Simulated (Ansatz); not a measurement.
BaS built on the CsCl prototype, relaxed with r2SCAN in the plane-wave code Ansatz: it is cubic, Pm-3m (No. 221); a = 3.834 Å in the conventional setting, 28.17 Å³ an atom. Ba is surrounded by 8 S at 3.32 Å; S is surrounded by 8 Ba at 3.32 Å. The primitive cell holds 2 atoms in 56.35 Å³. No magnetic order. The prototype was imposed, so other structures may be more stable.

Computed values: PBE gives a gap of 1.56 eV and PBE0 (25 % exact exchange) 3.15 eV; one over PBE's mean ε∞ is 0.162. r2SCAN gives 1.93 eV and r2SCAN0 (25 %) 3.38 eV. HSE06+SOC (4×4×4) gives a least gap of 2.46 eV, with the direct gap within 0.05 eV of it. r2SCAN's ε∞ is 5.54.

Q: Taking the gap as linear in the share of unscreened exchange, estimate the gap of the hybrid whose share is 1/ε∞.

A: The slope is (3.15 − 1.56)/0.25 = 6.36 eV per unit share, so E_g ≈ 1.56 + 6.36 × 0.162 = 2.59 eV. The run with that share gives 2.58 eV (4×4×4 mesh), -0.01 eV from the straight line.

Q: Interpolate to r2SCANh, with 10 % exact exchange.

A: 1.93 + (3.38 − 1.93) × 0.10/0.25 = 2.51 eV; the run gives 2.50 eV (-0.01 eV against the interpolation).

Q: At what wavelength does absorption set in by HSE06+SOC, excitons left aside?

A: λ = 1239.84 eV nm/E: 504 nm for the least gap. The direct edge lies in the visible range.

Q: What refractive index and reflectivity at normal incidence follow, below the gap and above the phonons?

A: n = √5.54 = 2.354; R = ((n − 1)/(n + 1))² = (1.354/3.354)² = 16.3 % a face.

Only the levels marked +SOC include spin-orbit coupling.

The meshes of the hybrids are coarse, so their gaps aren't converged to the digits shown.
